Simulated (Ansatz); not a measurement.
**What strain does to CsSnI3 (Pm-3m)**

A 5-atom cell of CsSnI3 started from a crystallographic database, relaxed with r2SCAN in the plane-wave code Ansatz. It is cubic, Pm-3m (No. 221); conventional cell a = 6.241 Å, 48.63 Å³ an atom. Around Cs lie 12 I at 4.41 Å; around Sn lie 6 I at 3.12 Å; around I lie 2 Sn at 3.12 Å and 4 Cs at 4.41 Å.

The axes x, y and z are those of this cell:
```
Cs Sn I
1.0
     6.24140    0.00000    0.00000
     0.00000    6.24140    0.00000
     0.00000    0.00000    6.24140
Cs Sn I
1 1 3
Direct
  0.00000 0.00000 0.00000
  0.50000 0.50000 0.50000
  0.00000 0.50000 0.50000
  0.50000 0.00000 0.50000
  0.50000 0.50000 0.00000
```

Unstrained: The PBE gap is direct at R: 0.382 eV. With r2SCAN the gap is 0.504 eV and direct, at R. HSE06 gives a direct gap of 0.847 eV at R. Meshes: PBE 4×4×4, r2SCAN 4×4×4, HSE06 2×2×2. Strains are changes of length per length, and xy shears are angles. After each strain the atoms were relaxed again with r2SCAN within the symmetry that the strain leaves, so tilts or polar shifts that break it weren't tested; points keep the names that they have in the unstrained zone. The values are computed, spin-unpolarised, and not measurements.

Changes of the least gap in eV (an overlap counts as a negative gap):
```json
{"strain": "isotropic +3.47 % on every length", "volume change (%)": "+10.8", "space group": "Pm-3m", "PBE": "+0.397", "r2SCAN": "+0.428", "HSE06": "+0.412", "energy rise, r2SCAN (meV/atom)": "25.1"}
{"strain": "biaxial +5.42 % in x and y, z held", "volume change (%)": "+11.1", "space group": "P4/mmm", "PBE": "+0.287", "r2SCAN": "+0.310", "HSE06": "+0.296", "energy rise, r2SCAN (meV/atom)": "34.1"}
{"strain": "xy shear, engineering strain (angle) +1.37 %", "volume change (%)": "0.0", "space group": "Cmmm", "PBE": "-0.012", "r2SCAN": "-0.014", "HSE06": "-0.013", "energy rise, r2SCAN (meV/atom)": "0.1"}
```

Isotropic +3.47 % on every length. HSE06: the gap goes from 0.847 to 1.259 eV (+0.412 eV). Stress change with r2SCAN, compression positive: xx -1.41, yy -1.41, zz -1.41 GPa. For HSE06, dE_g/d ln V = 4.0 eV over this step.

Biaxial +5.42 % in x and y, z held. HSE06: the gap goes from 0.847 to 1.143 eV (+0.296 eV). Stress change with r2SCAN, compression positive: xx -1.79, yy -1.79, zz -0.49 GPa.

Xy shear, engineering strain (angle) +1.37 %. HSE06: the gap goes from 0.847 to 0.834 eV (-0.013 eV). Stress change with r2SCAN, compression positive: xx 0.00, yy 0.00, zz 0.00, xy -0.07 GPa.

Spin-orbit coupling is left out, which matters wherever the heavy atoms make up the band edges.

The meshes of the hybrids are coarse, so their gaps aren't converged to the digits shown.
